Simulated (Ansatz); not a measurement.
TiSi2:

```
Ti Si
1.0
    -1.47287    1.71213    4.21208
     1.47287   -1.71213    4.21208
     1.47287    1.71213   -4.21208
Ti Si
1 2
Direct
  0.00000 0.00000 0.00000
  0.67008 0.67008 0.00000
  0.32992 0.32992 0.00000
```

The cell comes from a database or a generator and needn't be the stable form of this composition.

A run of Ansatz 0.2.0 on this cell left the log below. Logs are shortened: lines on timing, memory, paths and dates and some standing lists are left out, and cuts for length are marked.

```text
Warning: RAYON_NUM_THREADS=2 ignored (pool sized by the plan → 2); use --threads N
basis.fft_grid_basis auto: the FFT boxes are laid along the combinations [[1, 0, 1], [0, 1, 1], [0, 0, 1]] of the cell's own vectors, 3.424, 2.946 and 4.779 Å long. The dense box has 24×20×32 points. Along the cell's own vectors, as sized, it would have 32×32×32, 2.13 times as many. Of the 8 symmetry operations that the crystal satisfies within crystal.symmetry.tolerance (time reversal apart; of a slab, those that keep its plane) the dense box along the cell's own vectors carries 8, and the one as laid loses 6 of those. basis.fft_grid_basis: typed keeps the cell's own vectors: state it where this run's energies or levels are differenced outside the engine with another run's, or held beside a run that keeps those vectors.
Engine: ansatz 0.2.0, x86_64-unknown-linux-gnu
Pseudopotentials: kind: paw
Pseudopotential: Ti, paw, valence charge 12, recommended cutoff 420 eV (normal), Ti.paw.azcp
Pseudopotential: Si, paw, valence charge 4, recommended cutoff 420 eV (normal), Si.paw.azcp
Functional definition: PBEsol
  exchange = pbesol_x
  correlation = pbesol_c
Crystal: 3 atoms, lattice volume = 42.487 Å³
Basis set: ecut = 420 eV, 839 PW (Γ), FFT grids on a1+a3, a2+a3, a3, exchange–correlation on 48×40×64 points (8 copies of the dense FFT grid, shifted against one another)
Bands: 14, of which v1, the nominal top of the filled ones, is band 10 counted from 1 (9 counted from 0)
Symmetry: 8 space group operations
Space group: Immm (ITA 71), of the structure as read, at distance tolerance 3.5e-5 Å
k-points: 280 of 1728
Non-local potential: Ti, projectors of the file, l = 0: 3, l = 1: 2, l = 2: 3, l = 3: 1
Non-local potential: Si, projectors of the file, l = 0: 2, l = 1: 2, l = 2: 2
PAW form: soft (Blöchl's): semilocal exchange-correlation on the pseudo side does not see the compensation charge
PAW frozen core: Ti, regenerated for the run's functional, and the local potential with it (the file was generated under x = pbe(κ = 0.804, μ = 0.2195149727645171), c = pbe(β = 0.06672455060314922))
PAW frozen core: Si, regenerated for the run's functional, and the local potential with it (the file was generated under x = pbe(κ = 0.804, μ = 0.2195149727645171), c = pbe(β = 0.06672455060314922))
PAW one-centre angular grid: Ti, 590 points (default); XC on 64 Gauss nodes
PAW one-centre angular grid: Si, 110 points (default); XC on 64 Gauss nodes
Initial density: superposition of atomic densities (neutral atoms: chi_scale 0, normalization atom), corrected by the library's trained network
Initial wavefunctions: pseudopotential atomic-orbital guess
Functional: x = pbesol(κ = 0.804, μ = 0.12345679012345678), c = pbesol(β = 0.046)
SCF iter   1: F=—  HF=-3718.391108 eV  |F-HF|=—  |Δ(HF+E_count)|=         —  Δρ=5.34e-3  dr2=1.30e-2  ethr=1.77e-3  ⟨swp⟩=5.1  Hψ=21986  notcnv=0
preconditioner: auto → Kerker (q_TF=auto, 2.406 Å⁻¹)  [metal: Δε(μ)=0.023 eV  Ē_g=6.594 eV  σ=0.050 eV  W_gap=0.11  n_scr=10 (ndim 8)  ℏωp=19.7 eV  f_vac=0.000  D(μ)=1.37/eV (n_scr^D=10)]
[... 70 lines left out ...]
  E_nonlocal   = 59.648466
  E_hartree    = 443.488807
  E_xc         = -210.514039
  E_vxc        = -221.023726  (∫ρ·V_xc dr)
  E_paw        = -2020.104914  (= ΣΔE_a)
  E_vpaw       = -175.365301  (= ΣTr[D̂ρ^β])
  E_aug_tail   = 0.000140  (compensation charges beyond the density's cutoff)
  E_ewald      = -1338.385491
  E_core_change = 0.202506  (= ΣΔE_core)
  E_smearing   = -0.010725  (= −TS)
  E_closure    = -0.000000  (closes the sum)
  Σ components = -3718.400138   (vs F -3718.400138, Δ=0.00e0)
--- Forces (eV/Å), atoms counted from 1 ---
  atom   1  Ti     0.00000000     0.00000000     0.00000000
  atom   2  Si     0.00000000     0.00000000     0.00130449
  atom   3  Si     0.00000000     0.00000000    -0.00130449
  max |Σ_I F_I| component: 4.34e-19 eV/Å
--- Stress (GPa, compression-positive) ---
       -0.007622       0.000000       0.000000
        0.000000      -0.002710       0.000000
        0.000000       0.000000      -0.004459
  P = ⅓ Tr σ = -0.0049 GPa (-0.049 kbar)
--- Band table (eV; the first three rows and the last of 280) ---
  k-point 0: bands = ["-43.2141", "-19.6657", "-19.6406", "-19.3830", "0.0003", "7.8417", "8.6522", "10.5314", "12.0292", "13.4497", "14.8232", "15.1589", "15.8906", "16.6431"]
  k-point 1: bands = ["-43.2109", "-19.6620", "-19.6450", "-19.4078", "0.2121", "8.0184", "8.5398", "10.3527", "12.0101", "12.9172", "14.3305", "15.0600", "16.4144", "16.5825"]
  k-point 2: bands = ["-43.2022", "-19.6563", "-19.6518", "-19.4746", "0.8360", "8.2378", "8.4558", "9.9730", "11.9264", "11.9774", "13.1341", "15.3902", "16.4135", "16.7999"]
  k-point 279: bands = ["-43.2138", "-19.6780", "-19.6414", "-19.3834", "1.2116", "3.7451", "11.3737", "11.4299", "12.3302", "13.1708", "14.7165", "15.1983", "15.2186", "16.5917"]
--- Relaxed structure (4 steps of the walk, 4 accepted, 2 SCFs on fresh bases) ---
  F+E_penalty+E_count = -3718.40013791 eV   max|allowed force component| = 1.304e-3 eV/Å   (the final SCF, on the basis selected at the relaxed cell)
  cell:  # Å, volume = 41.4288 Å³
    - [-1.464282073026096, 1.698544190621133, 4.164285739727084]
    - [1.464282073026096, -1.698544190621133, 4.164285739727084]
    - [1.464282073026096, 1.698544190621133, -4.164285739727084]
  atoms:
    - { symbol: Ti, position: [-9.116350969863355e-21, -9.116350969863325e-21, 2.996587249867888e-35] }
    - { symbol: Si, position: [0.6693811247121386, 0.6693811247121386, 1.479360020158588e-34] }
    - { symbol: Si, position: [0.3306188752878612, 0.3306188752878612, -4.3251356773654673e-35] }
```

Write the input and the command behind it.

Relaxation of cell and atoms with PBEsol, no spin polarisation. The files as run (others can give the same):

input.yaml
```yaml
crystal:
  lattice:
    - [-1.472872, 1.71213, 4.212083]
    - [1.472872, -1.71213, 4.212083]
    - [1.472872, 1.71213, -4.212083]
  atoms:
    - { symbol: Ti, position: [0.0, 0.0, 0.0] }
    - { symbol: Si, position: [0.670078, 0.670078, 0.0] }
    - { symbol: Si, position: [0.329922, 0.329922, 0.0] }
hamiltonian:
  xc: pbesol
  pseudopotentials: { kind: paw }
kpoints:
  mp_grid: { grid: [12, 12, 12] }
scf:
  occupations: { method: fermi_dirac, width: 0.05 }
output:
  forces: true
  stress: true
  eigenvalues: true
relax:
  f_tol: 0.01
  max_steps: 40
  cell: { stress_tol: 0.05 }
```

Potentials or basis: Ansatz PAW.
Run with:
```console
$ ansatz run input.yaml --threads 2 --pin off --max-ram 5632MiB --backend cpu --events-out ev --progress --plain --runs-dir out
```

Caveat: the plane-wave basis is chosen anew once the cell has moved, so the energies of steps on either side of that aren't comparable; the PAW data sets come from PBE, with cores solved anew for the run's functional, which leaves a small shift of forces and pressure.
